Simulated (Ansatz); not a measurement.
TaN: do energies and stresses tell the same story?

Method: Ansatz, DFT PBE, scalar-relativistic, plane waves, PAW.

Cutoff 420 eV; k points 18×18×8 on the computed 4-atom cell (Γ-centred); Gaussian smearing, width 0.10 eV; no spin polarisation.

Relaxed cell: P6_3mc, a = 3.152 Å, b = 3.152 Å, c = 6.105 Å, α = 90.00°, β = 90.00°, γ = 120.00°, 4 atoms in the primitive cell. This wurtzite form isn't the usual stable structure of the compound.

Energies at zero smearing and pressures from the stress tensor, at volumes with shape and atoms relaxed:
| V (Å³/atom) | E − E(first) (meV/atom) | P (GPa) |
| --- | --- | --- |
| 11.555 | 0.00 | 38.80 |
| 11.949 | -80.31 | 26.91 |
| 12.343 | -133.46 | 16.62 |
| 12.737 | -163.08 | 7.71 |
| 13.131 | -172.30 | -0.02 |
| 13.525 | -163.90 | -6.66 |
| 13.919 | -140.34 | -12.36 |
| 14.444 | -89.00 | -18.72 |

Question: Check P = −dE/dV between neighbouring volumes, and get the bulk modulus from the pressures alone.

Answer: With 1 eV/Å³ = 160.2 GPa:
```csv
middle V (Å³/atom),−ΔE/ΔV (GPa),mean P (GPa)
11.752,32.665,32.851
12.146,21.616,21.761
12.540,12.044,12.163
12.934,3.751,3.848
13.328,-3.416,-3.336
13.722,-9.584,-9.511
14.182,-15.660,-15.544
```

The two differ by 0.19 GPa at most. The mean of two end pressures misses the average over a step by about ΔV² P″/12, up to 0.14 GPa here; with that taken off 0.05 GPa remains. The stress is the derivative of the free energy, not of the energy at zero smearing, and with free energies 0.02 GPa remains. Around V = 13.131 Å³/atom, the two neighbours give B = −V ΔP/ΔV = 13.131 × 14.37 / 0.788 = 239.5 GPa, against B0 = 237.5 GPa from the Birch–Murnaghan fit of the energies.

Spin–orbit coupling is left out, which can shift energies with elements as heavy as these.